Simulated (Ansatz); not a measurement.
SiC (Moissanite): equation of state with BLYP+D3(BJ)

Crystal: SiC (Moissanite).

```xyz
4
Lattice="3.0760 0.0000 0.0000 -1.5380 2.6639 0.0000 0.0000 0.0000 5.0480" Properties=species:S:1:pos:R:3 pbc="T T T"
Si    1.5380    0.8880    2.5240
Si    0.0000    1.7759    0.0000
C     1.5380    0.8880    4.4675
C     0.0000    1.7759    1.9435
```

```yaml
Program: Ansatz 0.2.0
Task: equation of state
Functional: BLYP
Dispersion: D3(BJ)
Potentials_or_basis: Ansatz PAW
Cutoff: 420 eV
Density_cutoff: 1680 eV
k_mesh: 10 × 10 × 5
Occupations: fermi-dirac, width 0.05 eV
Spin: no spin polarisation
```

| Property | Result |
| --- | --- |
| Equilibrium volume | 10.26 Å³/atom |
| Bulk modulus at fixed shape and positions | 216 GPa |
| Pressure derivative of the bulk modulus | 4.0 |

Energy against volume, from the lowest point:
```tsv
volume (Å³/atom)	energy (meV/atom)
9.721	20.13
9.927	7.02
10.134	0.53
10.341	0.00
10.548	4.90
10.755	14.67
10.961	28.87
```

All runs of the series together: 7.7 s on 2 threads of Intel(R) Xeon(R) CPU @ 2.60GHz (Ice Lake), on a shared host.

Caveat: the potentials were made for another functional, which shifts forces and pressure; the cell was scaled at fixed shape and fractional positions, which overstates the stiffness of a crystal with free parameters, most of all of layers and chains.
